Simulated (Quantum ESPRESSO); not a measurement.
# Hf under changes of volume

One of the cells (23.523 Å³/atom); the others are scaled copies at fixed shape and fractional positions:

```
Hf
1.0
    -1.80500    1.80500    1.80500
     1.80500   -1.80500    1.80500
     1.80500    1.80500   -1.80500
Hf
1
Direct
  0.00000 0.00000 0.00000
```

This isn't the form of Hf at room conditions, which is hcp.

- Program: Quantum ESPRESSO 7.5
- Functional: r2SCAN
- Potentials or basis: SG15 PBE 1.2
- Cutoff: 884 eV
- Density cutoff: 3537 eV
- k mesh: 8 × 8 × 8
- Occupations: fermi-dirac, width 0.05 eV
- Spin: no spin polarisation

| volume (Å³/atom) | energy over the lowest point (meV/atom) | pressure (GPa) |
| --- | --- | --- |
| 22.112 | 0.00 | -6.9 |
| 22.582 | 23.41 | -8.8 |
| 23.052 | 52.25 | -10.5 |
| 23.523 | 85.80 | -12.0 |
| 23.993 | 123.33 | -13.3 |
| 24.464 | 164.28 | -14.4 |
| 24.934 | ? | ? |

Task: What does the run at 24.934 Å³/atom give?

Result: Energy over the lowest point 208.23 meV/atom; pressure -15.3 GPa.

Worked out: A Birch-Murnaghan fit of order 3 (a polynomial in V^(-2/3)) to the other rows has no minimum within the range. It gives 208.05 meV/atom at 24.934 Å³/atom, against the run's 208.23, and -dE/dV = -15.4 GPa, against -15.3.

Energies are extrapolated to zero smearing.

Caveats: the potentials were made for another functional, which shifts forces and pressure.
